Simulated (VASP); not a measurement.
# Se (R-3m) in VASP: notebook

The runs below take Se through relaxation of cell and atoms, with PBEsol.

Everything below comes from runs of VASP 6.6.1. Logs are shortened: lines on timing, memory, paths and dates and some standing lists are left out, and cuts for length are marked.

### 1 Starting point

Symmetry: R-3m, No. 166, trigonal system. Conventional cell: a = 3.850 Å, b = 3.850 Å, c = 2.645 Å, α = 90.00°, β = 90.00°, γ = 120.00°. Se (site symmetry -3m) is surrounded by 8 Se at 2.39 to 2.65 Å.

This isn't the form of Se at room conditions, which is trigonal, of chains.

### 2 Relaxation of cell and atoms, PBEsol, target pressure 125 GPa, at which the enthalpy is minimised

Input file INCAR:

```
SYSTEM = Se
PREC     = Accurate       ! precision mode
ENCUT    = 350            ! plane-wave cutoff, eV
EDIFF    = 1E-7           ! SCF threshold, eV
ISMEAR   = 0              ! smearing method
SIGMA    = 0.1            ! smearing width, eV
LREAL    = .FALSE.        ! projectors in reciprocal space
LASPH    = .TRUE.         ! aspherical terms in the spheres
NELM     = 100            ! most SCF steps
ALGO     = Fast           ! electronic algorithm
ISIF     = 3              ! what is computed and relaxed
LWAVE    = .FALSE.        ! write WAVECAR
LCHARG   = .FALSE.        ! write CHGCAR
GGA      = PS             ! functional
IBRION   = 2              ! ionic algorithm
NSW      = 80             ! ionic steps
EDIFFG   = -0.002         ! ionic threshold
PSTRESS  = 1250.0
```

Input file KPOINTS:

```
Automatic mesh
0
G
  21 21 21
  0 0 0
```

Input file POSCAR:

```
Se
1.0
    1.9250000000      1.1113992700      0.8816666700
   -1.9250000000      1.1113992700      0.8816666700
    0.0000000000     -2.2227985400      0.8816666700
Se
1
Direct
    0.0000000000      0.0000000000      0.0000000000
```

Potentials or basis: VASP PAW PBE potentials, release 64 (Se).

On the command line:

```console
> cat potpaw_PBE.64/Se/POTCAR > POTCAR
> mpirun -np 1 vasp_std > vasp.out
```

OUTCAR:

```text
SYSTEM = Se
   PREC = Accurate
   ENCUT = 350
   EDIFF = 1E-7
   ISMEAR = 0
   LREAL = .FALSE.
   LASPH = .TRUE.
   NELM = 100
   ISIF = 3
   GGA = PS
   IBRION = 2
   NSW = 80
   EDIFFG = -0.002
   PSTRESS = 1250.0

 ion  position               nearest neighbor table
   1  0.000  0.000  0.000-

  LATTYP: Found a trigonal (rhomboedric) cell.
 ALAT       =     2.3912694232
 COS(alpha) =    -0.2960878580

  Lattice vectors:

 A1 = (   1.9250000000,   1.1113992700,   0.8816666700)
 A2 = (  -1.9250000000,   1.1113992700,   0.8816666700)
 A3 = (   0.0000000000,  -2.2227985400,   0.8816666700)

Analysis of symmetry for initial positions (statically):
=====================================================================
 Subroutine PRICEL returns:
 Original cell was already a primitive cell.

 Routine SETGRP: Setting up the symmetry group for a
 trigonal (rhombohedral) supercell.

 Subroutine GETGRP returns: Found 12 space group operations
 (whereof 12 operations were pure point group operations)
 out of a pool of 12 trial point group operations.

The static configuration has the point symmetry D_3d.

Analysis of symmetry for dynamics (positions and initial velocities):
=====================================================================
 Subroutine PRICEL returns:
 Original cell was already a primitive cell.

 Routine SETGRP: Setting up the symmetry group for a
 trigonal (rhombohedral) supercell.

 Subroutine GETGRP returns: Found 12 space group operations
 (whereof 12 operations were pure point group operations)
 out of a pool of 12 trial point group operations.

The dynamic configuration has the point symmetry D_3d.

 Subroutine INISYM returns: Found 12 space group operations
 (whereof 12 operations are pure point group operations),
 and found     1 'primitive' translations

----------------------------------------------------------------------------------------

                                     Primitive cell

  volume of cell :      11.3177

  direct lattice vectors                    reciprocal lattice vectors
     1.925000000  1.111399270  0.881666670     0.259740260  0.149961109  0.378071832
    -1.925000000  1.111399270  0.881666670    -0.259740260  0.149961109  0.378071832
     0.000000000 -2.222798540  0.881666670     0.000000000 -0.299922217  0.378071832

  length of vectors
     2.391269423  2.391269423  2.391269426     0.482588486  0.482588486  0.482588486

  position of ions in fractional coordinates (direct lattice)
     0.000000000  0.000000000  0.000000000

  ion indices of the primitive-cell ions
   primitive index   ion index
                 1           1

----------------------------------------------------------------------------------------

 KPOINTS: Automatic mesh

Automatic generation of k-mesh.
 Grid dimensions read from file:
 generate k-points for:   21   21   21

 Generating k-lattice:

  Cartesian coordinates                     Fractional coordinates (reciprocal lattice)
     0.012368584  0.007141005  0.018003421     0.047619048  0.000000000  0.000000000
    -0.012368584  0.007141005  0.018003421     0.000000000  0.047619048  0.000000000
     0.000000000 -0.014282010  0.018003421     0.000000000  0.000000000  0.047619048

  Length of vectors
     0.022980404  0.022980404  0.022980404

  Shift w.r.t. Gamma in fractional coordinates (k-lattice)
     0.000000000  0.000000000  0.000000000

 Subroutine IBZKPT returns following result:
 ===========================================

 Found    891 irreducible k-points:

 Following reciprocal coordinates:
            Coordinates               Weight
  0.000000  0.000000  0.000000      1.000000
  0.047619  0.000000  0.000000      6.000000
  0.095238  0.000000  0.000000      6.000000
  0.142857  0.000000  0.000000      6.000000
  0.190476  0.000000  0.000000      6.000000
  0.238095  0.000000  0.000000      6.000000
[... 16 lines left out ...]
 -0.428571  0.047619  0.000000     12.000000
 -0.380952  0.047619  0.000000     12.000000
 [... further k-points ...]
   k-points           NKPTS =    891   k-points in BZ     NKDIM =    891   number of bands    NBANDS=      7
   number of dos      NEDOS =    301   number of ions     NIONS =      1
   total plane-waves  NPLWV =   4096
   dimension x,y,z NGX =    16 NGY =   16 NGZ =   16
   dimension x,y,z NGXF=    32 NGYF=   32 NGZF=   32
   ions per type =               1
   NGX,Y,Z   is equivalent  to a cutoff of  11.12, 11.12, 11.12 a.u.
   NGXF,Y,Z  is equivalent  to a cutoff of  22.25, 22.25, 22.25 a.u.
 SYSTEM =  Se
   PREC   = accura    normal or accurate (medium, high low for compatibility)
   ISTART =      0    job   : 0-new  1-cont  2-samecut
   ICHARG =      2    charge: 1-file 2-atom 10-const
   ISPIN  =      1    spin polarized calculation?
   LNONCOLLINEAR =      F non collinear calculations
   LSORBIT =      F    spin-orbit coupling
   LASPH  =      T    aspherical Exc in radial PAW
   ENCUT  =  350.0 eV  25.72 Ry    5.07 a.u.   3.65  3.65  3.65*2*pi/ulx,y,z
   NELM   =    100;   NELMIN=  2; NELMDL= -5     # of ELM steps
   EDIFF  = 0.1E-06   stopping-criterion for ELM
   LREAL  =      F    real-space projection
   EDIFFG = -.2E-02   stopping-criterion for IOM
   NSW    =     80    number of steps for IOM
   IBRION =      2    ionic relax: 0-MD 1-quasi-New 2-CG
   NFREE  =      1    steps in history (QN), initial steepest desc. (CG)
   ISIF   =      3    stress and relaxation
   ISYM   =      2    0-nonsym 1-usesym 2-fastsym
   POTIM  = 0.5000    time-step for ionic-motion
   TEBEG  =    0.0;   TEEND  =   0.0 temperature during run
   PSTRESS= 1250.0 pullay stress
   NELECT =       6.0000    total number of electrons
   NUPDOWN=      -1.0000    fix difference up-down
   EMIN   =  10.00;   EMAX   =-10.00  energy-range for DOS
   EFERMI =   0.00;   METHOD = LEGACY
   ISMEAR =     0;   SIGMA  =   0.10  broadening in eV -4-tet -1-fermi 0-gaus
   EFERMI_NEDOS =   21; number of points for ismear=-14 and -15
   IALGO  =     68    algorithm
   IMIX   =      4    mixing-type and parameters
     AMIX     =   0.40;   BMIX     =  1.00
     AMIX_MAG =   1.60;   BMIX_MAG =  1.00
  volume/ion in A,a.u.               =      11.32        76.38
  Fermi-wavevector in a.u.,A,eV,Ry     =   1.324971  2.503832 23.885687  1.755548
  Thomas-Fermi vector in A             =   2.454466
   LORBIT       =      0    0 simple, 1 ext, 2 COOP (PROOUT), +10 PAW based schemes
   GGA     = PS    functional components
   LHFCALC =     F    Hartree Fock is set to
   AEXX    =    0.0000 exact exchange contribution
   IVDW    =     0    specifies the selected vdW correction
   LEPSILON=     F    determine dielectric tensor
   LRPA    =     F    only Hartree local field effects (RPA)
 conjugate gradient relaxation of ions
 non-spin polarized calculation
 RMM-DIIS sequential band-by-band and
 Gauss-broadening in eV      SIGMA  =   0.10
  energy-cutoff  :      350.00
  volume of cell :       11.32
 maximum number of plane-waves:       179
   NGX =  7   NGY =  7   NGZ =  7

--------------------------------------- Ionic step        1  -------------------------------------------

 number of electron       6.0000002 magnetization

 Free energy of the ion-electron system (eV)
  ---------------------------------------------------
  ext. energy  EPLUGINS =         0.00000000
  ---------------------------------------------------
  free energy    TOTEN  =        -1.07754331 eV

  energy without entropy =       -1.07590639  energy(sigma->0) =       -1.07672485

------------------------ aborting loop because EDIFF is reached ----------------------------------------

  FORCE on cell =-STRESS in cart. coord.  units (eV):
  Direction    XX          YY          ZZ          XY          YZ          ZX
  --------------------------------------------------------------------------------------
  -------------------------------------------------------------------------------------
  Total       10.8121556     10.8121556     10.6605260      0.0000000     -0.0000000      0.0000000
  in kB     1530.6163741   1530.6163790   1509.1510169      0.0000000     -0.0000000      0.0000000
  external PRESSURE =     273.4612567 kB  Pullay stress =    1250.0000000 kB
[... 22 lines left out ...]
  enthalpy is  TOTEN    =         7.7523599457 eV   P V=        8.8299032566

--------------------------------------- Ionic step        2  -------------------------------------------

 number of electron       5.9999996 magnetization

 E-fermi :   9.9227     XC(G=0): -12.1952

 val. band max:        9.9216575460   @ k =  -0.3333   0.1905   0.0476
 cond. band min:       9.9291963540   @ k =  -0.1429   0.3810   0.0476
 fundamental gap:      0.0075388081
 Fermi energy:         9.9226511350

 k-point     1 :       0.0000    0.0000    0.0000
  band No.  band energies     occupation
      1      -9.7627      2.00000
      2      13.6198      0.00000
      3      15.2700      0.00000
      4      15.2700      0.00000
      5      21.8806      0.00000
      6      21.8806      0.00000
      7      23.2620      0.00000
[... 295 lines left out ...]
  FREE ENERGIE OF THE ION-ELECTRON SYSTEM (eV)
  ---------------------------------------------------
  free  energy   TOTEN  =        -1.6054467059 eV

  energy  without entropy=       -1.6037338199  energy(sigma->0) =       -1.60459026

  enthalpy is  TOTEN    =         7.7074112608 eV   P V=        9.3128579667

[... ionic steps 4 to 11 ...]

--------------------------------------- Ionic step       12  -------------------------------------------

 number of electron       6.0000000 magnetization

------------------------ aborting loop because EDIFF is reached ----------------------------------------

  FORCE on cell =-STRESS in cart. coord.  units (eV):
  Direction    XX          YY          ZZ          XY          YZ          ZX
  --------------------------------------------------------------------------------------
  -------------------------------------------------------------------------------------
  Total        9.2595812      9.2595815      9.2652654     -0.0000000      0.0000000     -0.0000000
  in kB     1249.6980885   1249.6981293   1250.4652353     -0.0000000      0.0000000     -0.0000000
  external PRESSURE =      -0.0461823 kB  Pullay stress =    1250.0000000 kB
[... 59 lines left out ...]
  enthalpy is  TOTEN    =         7.7067762937 eV   P V=        9.2619840511

--------------------------------------- Ionic step       14  -------------------------------------------

 number of electron       6.0000000 magnetization

 Free energy of the ion-electron system (eV)
  ---------------------------------------------------
  ext. energy  EPLUGINS =         0.00000000
  ---------------------------------------------------
  free energy    TOTEN  =        -1.55553812 eV

  energy without entropy =       -1.55390823  energy(sigma->0) =       -1.55472317

 E-fermi :  13.8675     XC(G=0): -13.2661

 val. band max:       13.8637023344   @ k =  -0.2381   0.1905   0.0476
 cond. band min:      13.8692020046   @ k =  -0.3333   0.1905   0.0952
 fundamental gap:      0.0054996702
 Fermi energy:        13.8674784792

 k-point     1 :       0.0000    0.0000    0.0000
  band No.  band energies     occupation
      1      -9.0828      2.00000
      2      18.9144      0.00000
      3      21.0901      0.00000
      4      21.0901      0.00000
      5      26.0814      0.00000
      6      26.0814      0.00000
      7      28.4098      0.00000
[... 258 lines left out ...]
  FREE ENERGIE OF THE ION-ELECTRON SYSTEM (eV)
  ---------------------------------------------------
  free  energy   TOTEN  =        -1.5555381155 eV

  energy  without entropy=       -1.5539082326  energy(sigma->0) =       -1.55472317

  enthalpy is  TOTEN    =         7.7067749189 eV   P V=        9.2623130345

 reached required accuracy - stopping structural energy minimisation
```

It took 52 s on 1 thread of Intel Xeon 6975P-C (Granite Rapids), shared host; peak memory 0.17 GiB.

What came out:

| Item | Value |
| --- | --- |
| Free energy | -1.5555 eV |
| Relaxed volume | 11.87 Å³/atom |
| Relaxed cell | a = 2.429 Å, b = 2.429 Å, c = 2.429 Å, α = 107.18°, β = 107.18°, γ = 107.18° |
| Space group after relaxing (to 0.05 Å) | R-3m (No. 166) |
| Energy change on relaxing (the enthalpy is what falls) | -478.0 meV/atom |
| Ionic steps | 14 |
| Pressure after relaxing | 125.0 GPa |
| Band gap on the k mesh | none (metal or under the smearing width) |

The path:
| step | energy change (eV) | largest force (eV/Å) | pressure (GPa) | volume (Å³) |
| --- | --- | --- | --- | --- |
| 1 | 0.0000 | 0.0000 | 152.35 | 11.32 |
| 2 | -1.8816 | 0.0000 | 42.56 | 14.79 |
| 3 | -0.5279 | 0.0000 | 122.07 | 11.94 |
| 4 | -0.4786 | 0.0000 | 124.88 | 11.87 |
| 5 | -0.4698 | 0.0000 | 125.38 | 11.86 |
| 6 | -0.4705 | 0.0000 | 125.35 | 11.86 |
| 7 | -0.4724 | 0.0000 | 125.27 | 11.86 |
| 8 | -0.4745 | 0.0000 | 125.16 | 11.87 |
| 9 | -0.4774 | 0.0000 | 125.00 | 11.87 |
| 10 | -0.4774 | 0.0000 | 125.00 | 11.87 |
| 11 | -0.4774 | 0.0000 | 125.00 | 11.87 |
| 12 | -0.4775 | 0.0000 | 125.00 | 11.87 |
| 13 | -0.4777 | 0.0000 | 125.00 | 11.87 |
| 14 | -0.4780 | 0.0000 | 125.00 | 11.87 |

Final structure:
```cif
data_structure
_symmetry_space_group_name_H-M 'P 1'
_symmetry_Int_Tables_number 1
_cell_length_a 2.4288
_cell_length_b 2.4288
_cell_length_c 2.4288
_cell_angle_alpha 107.183
_cell_angle_beta 107.183
_cell_angle_gamma 107.183
_cell_volume 11.87
loop_
_atom_site_label
_atom_site_type_symbol
_atom_site_fract_x
_atom_site_fract_y
_atom_site_fract_z
_atom_site_occupancy
Se1 Se 0.00000 0.00000 0.00000 1
```

Caveat: the cell is relaxed towards a set pressure, so the enthalpy falls and the energy may rise; the PAW data sets were made with another functional, which shifts forces and pressure a little. Zero-point motion and thermal expansion aren't in these numbers.

### 3 Relaxation of cell and atoms, PBEsol, target pressure 125 GPa, at which the enthalpy is minimised

This run uses another cell than the first one, of 11.87 Å³/atom, 1.049 times its volume.

INCAR is that of step 2.

KPOINTS is that of step 2.

Input file POSCAR:

```
Se                                      
1.0
    1.9546874559      1.1285393782      0.8969634162
   -1.9546874559      1.1285393782      0.8969634162
    0.0000000000     -2.2570787564      0.8969634162
  Se            
     1
Direct
     0.0000000000000000    0.0000000000000000    0.0000000000000000
```

Potentials or basis: VASP PAW PBE potentials, release 64 (Se).

On the command line:

```console
> cat potpaw_PBE.64/Se/POTCAR > POTCAR
> mpirun -np 1 vasp_std > vasp.out
```

Wall time 8.7 s (1 thread of Intel Xeon 6975P-C (Granite Rapids), shared host); peak memory 0.15 GiB.

It converged, with:

* Free energy: -1.5559 eV
* Pressure after relaxing: 125.0 GPa
* Band gap on the k mesh: none (metal or under the smearing width)

Final structure:
```yaml
crystal:
  lattice:
    - [1.95469, 1.12854, 0.89696]
    - [-1.95469, 1.12854, 0.89696]
    - [0.00000, -2.25708, 0.89696]
  atoms:
    - { symbol: Se, position: [0.00000, 0.00000, 0.00000] }
```

Levels at points of the mesh, in eV from the Fermi level:
| k point | band 1 | band 2 | band 3 | band 4 | band 5 | band 6 |
| --- | --- | --- | --- | --- | --- | --- |
| (0.00, 0.00, 0.00) | -22.95 | 5.05 | 7.22 | 7.22 | 12.21 | 12.21 |

Caveat: the relaxation stopped at its first step, so nothing moved; the cell is relaxed towards a set pressure, so the enthalpy falls and the energy may rise; the PAW data sets were made with another functional, which shifts forces and pressure a little.

(Continued in part 2 of 3.)
